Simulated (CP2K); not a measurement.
# InP (F-43m) in CP2K: further runs

The runs below take InP through single point, equation of state, with PBEsol.

All numbers are computed with CP2K 2026.2; they aren't measurements. Logs are shortened: lines on timing, memory, paths and dates and some standing lists are left out, and cuts for length are marked.

**The experiment to reproduce.**

A printed reference work, data compilation reports, for a bulk crystal of InP: bulk modulus 71 GPa.

The results are compared with them further down.

## 1. The crystal as given

Symmetry: F-43m, No. 216, cubic system. Conventional cell: a = 5.861 Å, b = 5.861 Å, c = 5.861 Å, α = 90.00°, β = 90.00°, γ = 90.00°. Around In (site symmetry -43m) lie 4 P at 2.54 Å. Around P (site symmetry -43m) lie 4 In at 2.54 Å.

## 2. Single point, PBEsol, 25.17 Å³/atom

The input, inp_eos.inp:

```
&GLOBAL
  PROJECT inp_eos
  RUN_TYPE ENERGY_FORCE
  PRINT_LEVEL LOW
&END GLOBAL
&FORCE_EVAL
  METHOD QS
  STRESS_TENSOR ANALYTICAL
  &DFT
    BASIS_SET_FILE_NAME BASIS_MOLOPT_UZH
    POTENTIAL_FILE_NAME POTENTIAL_UZH
    &MGRID
      CUTOFF 450
      REL_CUTOFF 60
      NGRIDS 4
    &END MGRID
    &QS
      METHOD GPW
      EPS_DEFAULT 1.0E-9
    &END QS
    &KPOINTS
      SCHEME MONKHORST-PACK 8 8 8
      GAMMA_CENTERED T
      SYMMETRY T
      SYMMETRY_BACKEND SPGLIB
    &END KPOINTS
    &SCF
      SCF_GUESS ATOMIC
      EPS_SCF 1.0E-6
      MAX_SCF 100
      ADDED_MOS 10
      CHOLESKY OFF
      EPS_EIGVAL 1.0E-7
      &DIAGONALIZATION ON
        ALGORITHM STANDARD
      &END DIAGONALIZATION
      &MIXING ON
        METHOD BROYDEN_MIXING
        ALPHA 0.4
        BETA 1.5
        NBUFFER 8
      &END MIXING
      &SMEAR ON
        METHOD FERMI_DIRAC
        ELECTRONIC_TEMPERATURE [K] 116.045
      &END SMEAR
    &END SCF
    &XC
      &XC_FUNCTIONAL
        &GGA_X_PBE_SOL
        &END GGA_X_PBE_SOL
        &GGA_C_PBE_SOL
        &END GGA_C_PBE_SOL
      &END XC_FUNCTIONAL
    &END XC
    &PRINT
      &KPOINTS ON
      &END KPOINTS
      &MULLIKEN ON
      &END MULLIKEN
      &MO ON
        ENERGIES T
        OCCUPATION_NUMBERS T
        &EACH
          QS_SCF 0
        &END EACH
        ADD_LAST NUMERIC
      &END MO
    &END PRINT
  &END DFT
  &SUBSYS
    &CELL
      A 4.1443528445 0.0000000000 0.0000000000
      B 2.0721764223 3.5891148456 0.0000000000
      C 2.0721764223 1.1963716152 3.3838499277
      PERIODIC XYZ
    &END CELL
    &COORD
      SCALED
      In  0.0000000000 0.0000000000 0.0000000000
      P   0.7500000000 0.7500000000 0.7500000000
    &END COORD
    &KIND In
      BASIS_SET TZVP-MOLOPT-PBE-GTH-q13
      POTENTIAL GTH-PBE-q13
    &END KIND
    &KIND P
      BASIS_SET TZVP-MOLOPT-PBE-GTH-q5
      POTENTIAL GTH-PBE-q5
    &END KIND
    &PRINT
      &ATOMIC_COORDINATES ON
      &END ATOMIC_COORDINATES
      &CELL ON
      &END CELL
      &SYMMETRY ON
      &END SYMMETRY
    &END PRINT
  &END SUBSYS
  &PRINT
    &FORCES ON
    &END FORCES
    &STRESS_TENSOR ON
    &END STRESS_TENSOR
  &END PRINT
&END FORCE_EVAL
```

Potentials or basis: POTENTIAL_UZH In GTH-PBE-q13, P GTH-PBE-q5; TZVP-MOLOPT-PBE-GTH basis.

Launch:

```bash
OMP_NUM_THREADS=2 cp2k.psmp -i inp_eos.inp -o inp_eos.out
```

inp_eos.out:

```text

 CP2K| version string:                                       CP2K version 2026.2
 CP2K| Input file name                                               inp_eos.inp

 GLOBAL| Force Environment number                                              1
 GLOBAL| Basis set file name                                    BASIS_MOLOPT_UZH
 GLOBAL| Potential file name                                       POTENTIAL_UZH
 GLOBAL| MM Potential file name                                     MM_POTENTIAL
 GLOBAL| Coordinate file name                                      __STD_INPUT__
 GLOBAL| Method name                                                        CP2K
 GLOBAL| Project name                                                    inp_eos
 GLOBAL| Run type                                                   ENERGY_FORCE
 GLOBAL| FFT library                                                       FFTW3
[... 5 lines left out ...]
 GLOBAL| Global print level                                                  LOW
 GLOBAL| Total number of message passing processes                             1
 GLOBAL| Number of threads for this process                                    2
 GLOBAL| CPU model name                                                  UNKNOWN

 CELL| Volume [angstrom^3]:                                            50.333273
 CELL| Vector a [angstrom]:       4.144     0.000     0.000   |a| =     4.144353
 CELL| Vector b [angstrom]:       2.072     3.589     0.000   |b| =     4.144353
 CELL| Vector c [angstrom]:       2.072     1.196     3.384   |c| =     4.144353
 CELL| Angle (b,c), alpha [degree]:                                    60.000000
 CELL| Angle (a,c), beta  [degree]:                                    60.000000
 CELL| Angle (a,b), gamma [degree]:                                    60.000000
 CELL| Numerically orthorhombic:                                              NO
 CELL| Periodicity                                                           XYZ

 CELL_REF| Volume [angstrom^3]:                                        50.333273
 CELL_REF| Vector a [angstrom     4.144     0.000     0.000   |a| =     4.144353
 CELL_REF| Vector b [angstrom     2.072     3.589     0.000   |b| =     4.144353
 CELL_REF| Vector c [angstrom     2.072     1.196     3.384   |c| =     4.144353
 CELL_REF| Angle (b,c), alpha [degree]:                                60.000000
 CELL_REF| Angle (a,c), beta  [degree]:                                60.000000
 CELL_REF| Angle (a,b), gamma [degree]:                                60.000000
 CELL_REF| Numerically orthorhombic:                                          NO
 CELL_REF| Periodicity                                                       XYZ
[... 9 lines left out ...]
 TOTAL NUMBERS AND MAXIMUM NUMBERS

  Total number of            - Atomic kinds:                                   2
                             - Atoms:                                          2
                             - Shell sets:                                     2
                             - Shells:                                        17
                             - Primitive Cartesian functions:                 10
                             - Cartesian basis functions:                     58
                             - Spherical basis functions:                     51

  Maximum angular momentum of- Orbital basis functions:                        3
                             - Local part of the GTH pseudopotential:          0
                             - Non-local part of the GTH pseudopotential:      4

 MODULE QUICKSTEP: ATOMIC COORDINATES IN ANGSTROM

   Atom Kind Element         X             Y             Z       Z(eff)     Mass
      1    1 In   49      0.000000      0.000000      0.000000  13.0000 114.8180
      2    2 P    15      6.216529      3.589115      2.537887   5.0000  30.9738

 Crystal Symmetry Information
       International Symbol:                                               F-43m
       Point Group Symbol:                                                  -43m
       Schoenflies Symbol:                                                  Td^2
       Number of Symmetry Operations:                                         24

 SCF PARAMETERS         Density guess:                                    ATOMIC
[... 9 lines left out ...]
                        --------------------------------------------------------
                        level_shift [a.u.]:                             0.000000
                        added MOs                                        10    0
                        --------------------------------------------------------
                        Mixing method:                            BROYDEN_MIXING
                                                charge density mixing in g-space
                        --------------------------------------------------------
[... 34 lines left out ...]
 Number of occupied orbitals:                                                  9
 Number of molecular orbitals:                                                19

 Number of orbital functions:                                                 51
 Number of independent orbital functions:                                     51

 SCF WAVEFUNCTION OPTIMIZATION

  Step     Update method      Time    Convergence         Total energy    Change
  ------------------------------------------------------------------------------
     1 NoMix/Diag. 0.40E+00    2.7     1.10643284       -62.9072269475 -6.29E+01
     2 Broy./Diag. 0.40E+00    2.2     0.03813467       -62.9450128090 -3.78E-02
     3 Broy./Diag. 0.40E+00    2.2     0.08503945       -62.8234645125  1.22E-01
     4 Broy./Diag. 0.40E+00    2.2     0.00622154       -62.7993834670  2.41E-02
     5 Broy./Diag. 0.40E+00    2.2     0.00259749       -62.8131610108 -1.38E-02
     6 Broy./Diag. 0.40E+00    2.2     0.00182368       -62.8084336156  4.73E-03
     7 Broy./Diag. 0.40E+00    2.2     0.00094621       -62.8098226374 -1.39E-03
     8 Broy./Diag. 0.40E+00    2.2     0.00103043       -62.8148457040 -5.02E-03
     9 Broy./Diag. 0.40E+00    2.2     0.00008680       -62.8174150018 -2.57E-03
    10 Broy./Diag. 0.40E+00    2.2     0.00001225       -62.8173731594  4.18E-05
    11 Broy./Diag. 0.40E+00    2.2     0.00004587       -62.8172634104  1.10E-04
    12 Broy./Diag. 0.40E+00    2.2     0.00000498       -62.8172295843  3.38E-05
    13 Broy./Diag. 0.40E+00    2.2     0.00000282       -62.8172187855  1.08E-05
    14 Broy./Diag. 0.40E+00    2.2     0.00000042       -62.8172117992  6.99E-06

  *** SCF run converged in    14 steps ***

  Electronic density on regular grids:        -17.9999999740        0.0000000260
  Core density on regular grids:               17.9999999812       -0.0000000188
  Total charge density on r-space grids:        0.0000000072
  Total charge density g-space grids:           0.0000000072

  Overlap energy of the core charge distribution:               0.00000000011462
  Self energy of the core charge distribution:               -106.35828909080011
  Core Hamiltonian energy:                                     31.59039107452504
  Hartree energy:                                              20.96118710599800
  Exchange-correlation energy:                                 -9.01050088898849
  Electronic entropic energy:                                  -0.00000000000000
  Fermi energy:                                                 0.18555491352605

  Total energy:                                               -62.81721179915093
  Total energy (extrapolated to T->0):                        -62.81721179915093

 MO| EIGENVALUES AND OCCUPATION NUMBERS FOR K POINT 1
 MO|
 MO|  Index      Eigenvalue [a.u.]        Eigenvalue [eV]             Occupation
 MO|      1              -0.350604              -9.540413               2.000000
 MO|      2              -0.345434              -9.399741               2.000000
 MO|      3              -0.345434              -9.399740               2.000000
 MO|      4              -0.340478              -9.264870               2.000000
 MO|      5              -0.340478              -9.264867               2.000000
 MO|      6              -0.201162              -5.473898               2.000000
[... 11 lines left out ...]
 MO|     18               0.738475              20.094914               0.000000
[... 325 lines left out ...]
 MO|      6              -0.187792              -5.110080               2.000000
[... 11 lines left out ...]
 MO|     18               0.742896              20.215220               0.000000
 MO|     19               0.784834              21.356412               0.000000
 MO| Sum:                                                              18.000000
 MO| E(Fermi):            0.185555 a.u.          5.049206 eV
 MO| Band gap:            0.170897 a.u.          4.650333 eV

 [... the levels of further k-points ...]

 !-----------------------------------------------------------------------------!
                     Mulliken Population Analysis

 #  Atom  Element  Kind  Atomic population                           Net charge
       1     In       1         12.532959                              0.467041
       2     P        2          5.467041                             -0.467041
 # Total charge                             18.000000                 -0.000000

 !-----------------------------------------------------------------------------!

 ENERGY| Total FORCE_EVAL ( QS ) energy [hartree]            -62.817210404435954

 FORCES| Atomic forces [hartree/bohr]
 FORCES|   Atom     x               y               z               |f|
 FORCES|      1  2.21837536E-09 -2.30966501E-09  5.92340138E-09   6.73367846E-09
 FORCES|      2 -1.73205374E-09  2.59092882E-09 -5.72558157E-09   6.51883476E-09
 FORCES| Sum     4.86321612E-10  2.81263806E-10  1.97819809E-10
 FORCES| Total atomic force                                       5.95609533E-10

 STRESS| Analytical stress tensor [bar]
 STRESS|                        x                   y                   z
 STRESS|      x        1.58917614697E+04  -5.60086373948E-02  -5.98110849836E-02
 STRESS|      y       -5.60086373948E-02   1.58919079250E+04  -1.87851886203E-02
 STRESS|      z       -5.98110849836E-02  -1.87851886203E-02   1.58919982797E+04
 STRESS| 1/3 Trace                                             1.58918892248E+04
 STRESS| Determinant                                           4.01353068182E+12

 STRESS| Eigenvectors and eigenvalues of the analytical stress tensor [bar]
 STRESS|                        1                   2                   3
 STRESS| Eigenvalues   1.58917279726E+04   1.58919268680E+04   1.58920128338E+04
 STRESS|      x           0.923203620194     -0.315840170777     -0.218952191550
 STRESS|      y           0.310919225911      0.948694237129     -0.057519382804
 STRESS|      z           0.225885614018     -0.014974343473      0.974038735584
```

It took 37 s on 2 threads of Arm Neoverse V1, shared host; peak memory 0.32 GiB.

Results:

- Free energy: -1709.3432 eV
- Pressure: 1.6 GPa
- Band gap on the k mesh: 0.59 eV, direct
- Mulliken charges: In +0.47; P -0.47 e

Caveat: Mulliken charges move with the basis; the potentials were made for another functional, which shifts forces and pressure; spin-orbit coupling is left out, which moves the levels of the heavy elements; the basis of atomic orbitals isn't converged, which shifts pressures, moduli and gaps.

(Part 1 of 2 ends here.)
